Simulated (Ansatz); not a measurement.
# Does relaxation matter for the field gradients of AgBr with a Ag vacancy?

Start: a supercell of AgBr (rock salt type, Fm-3m) built from a Materials Project structure (computed, not necessarily an observed phase), with all atoms left at the host's positions.

Space group Fm-3m (No. 225); a = 17.3530 Å.

```csv
site,Wyckoff,site symmetry,x,y,z
Ag1,48h,m.m2,0.1667,0.1667,0.0000
Ag4,32f,.3m,0.3333,0.1667,0.1667
Ag14,24e,4m.m,0.5000,0.5000,0.3333
Br27,32f,.3m,0.1667,0.1667,0.1667
Br29,24e,4m.m,0.5000,0.5000,0.1667
Br31,48i,m.m2,0.5000,0.3333,0.3333
Br40,4b,m-3m,0.5000,0.5000,0.5000
```

One atom of each set is listed; the run and its k-mesh use a cell of 53 atoms with edges of 12.27, 12.27, 12.27 Å.

Method: Kohn–Sham DFT in Ansatz, PBE, plane waves and PAW, scalar-relativistic, 420 eV cutoff, Γ-centred 2×2×2 k-points, Fermi–Dirac smearing 0.01 eV, cell charge -1.

The largest force at the start is 0.20 eV/Å. Relaxing the ions at fixed cell moves them by 0.069 Å at most (atom 29, Br) and 0.038 Å rms.

```tsv
site	moved (Å)	first shell before	first shell after	V_zz before (10²¹ V/m²)	η before
Ag1	0.052	6 Br at 2.89 Å	6 Br at 2.86–2.91 Å	0.62	0.07
Ag4	0.000	6 Br at 2.89 Å	6 Br at 2.88–2.89 Å	-0.020	0.00
Ag14	0.023	6 Br at 2.89 Å	6 Br at 2.80–2.91 Å	-1.13	0.00
Br27	0.019	6 Ag at 2.89 Å	6 Ag at 2.88–2.90 Å	-0.55	0.00
Br29	0.069	5 Ag at 2.89 Å	5 Ag at 2.80–2.86 Å	-10.48	0.00
Br31	0.029	6 Ag at 2.89 Å	6 Ag at 2.89–2.91 Å	-1.23	0.39
```

**Question.** How do the gradients change?

**Answer.** 

| site | V_zz after | η after | change of V_zz |
| --- | --- | --- | --- |
| Ag1 | 0.75 | 0.28 | +0.13 |
| Ag4 | 0.056 | 0.00 | +0.08 |
| Ag14 | -1.89 | 0.00 | -0.76 |
| Br27 | 0.44 | 0.00 | +0.99 |
| Br29 | -9.78 | 0.00 | +0.70 |
| Br31 | 1.37 | 0.48 | – |

The largest change of V_zz along a kept axis is on Br27, from -0.55 to 0.44. In per cent, |V_zz| changes by +21 to +67 on Ag, -7 on Br (all sites that start above 0.5, bar those whose gradient vanishes or changes sign or whose main axis turns by over 40°). Where |V_zz| stays above 0.1 and the axes keep their order, η moves most on Ag1, from 0.07 to 0.28. V_zz changes sign on Br27 (same axis). On Br31 the largest principal value lies along another axis in the second run, so the two V_zz can't be compared directly. Sites without a gradient aren't listed.

The defect repeats with the cell of 53 atoms, so it feels its images: sites between two images don't show the values beside a lone defect, and zeros or small values of η there can come from the images' arrangement. A uniform background compensates the cell's charge. Without spin–orbit coupling (the program notes it for Ag) the gradients can shift somewhat, as the gap is small. With a gap of 0.8 eV on this mesh, small gradients can still move by 0.1 × 10²¹ V/m² or more as the k-mesh gets denser.
Before: The neighbours have not yet relaxed around the defect (largest force 0.20 eV/Å), so a real crystal will differ.
